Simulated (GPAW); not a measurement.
Runs of GPAW 26.7.0 on TiTe2. It takes space group P-3m1 (No. 164, trigonal). The conventional cell has a = 3.777 Å, b = 3.777 Å, c = 6.498 Å, α = 90.00°, β = 90.00°, γ = 120.00°. Te (site symmetry 3m) is surrounded by 3 Ti at 2.77 Å. Ti (site symmetry -3m) has 6 Te at 2.77 Å as nearest neighbours. 

```csv
task,level,potentials or basis,spin,cell,k mesh,optimizer,fmax,max steps,convergence,band path,gap on the mesh (eV),pressure (GPa),relaxed volume (Å³/atom),largest force (eV/Å)
relaxation of cell and atoms,PBEsol,"PAW data sets generated in the run's folder for this functional, pw",off,relaxed,7 × 7 × 4,BFGS,0.02 eV/Å,60,density=1e-05 forces=0.0001,-,none,0.0,(a),-
relaxation of cell and atoms,PBEsol+D4,"PAW data sets generated in the run's folder for this functional, pw",off,relaxed,7 × 7 × 4,BFGS,0.02 eV/Å,60,density=1e-05 forces=0.0001,-,none,-0.1,24.34,0.01
relaxation of cell and atoms,PBEsol+D3,"PAW data sets generated in the run's folder for this functional, pw",off,relaxed,7 × 7 × 4,BFGS,0.02 eV/Å,60,density=1e-05 forces=0.0001,-,none,0.0,24.41,-
relaxation of cell and atoms,PBEsol+D3(BJ)+ATM,"PAW data sets generated in the run's folder for this functional, pw",off,relaxed,7 × 7 × 4,BFGS,0.02 eV/Å,60,density=1e-05 forces=0.0001,-,none,0.0,23.50,0.02
band structure,r2SCAN,"GPAW PAW data sets (gpaw-data 1.2.1), pw","SOC, no magnetisation",as given,6 × 6 × 3,-,-,-,-,"GMKGALHA,LM,KH",-,0.6,-,(b)
```

Alike in all rows: cutoff (eV) 600; smearing fermi-dirac 0.05 eV.

**Question.** Estimate the missing entries.

**Answer.** (a) 25.17; (b) 0.23.

Caveats: later steps reuse the first step's grids (some runs); this functional lacks dispersion, which binds the layers, so the pressure and a relaxed spacing across them are unreliable (some runs); spin-orbit coupling was added after a scalar SCF, so levels and gaps hold it while energy, forces, pressure and moments don't (some runs); this program's spin-orbit splittings come out too wide for heavy elements (some runs); the PAW data sets were made with another functional, which shifts forces and pressure a little (some runs).

A k mesh can miss the band edges, and rows without SOC leave out spin-orbit coupling on Te.

A gap of «none» marks a metal or a gap under the smearing width.

Runs at the PBE level aren't shown here.
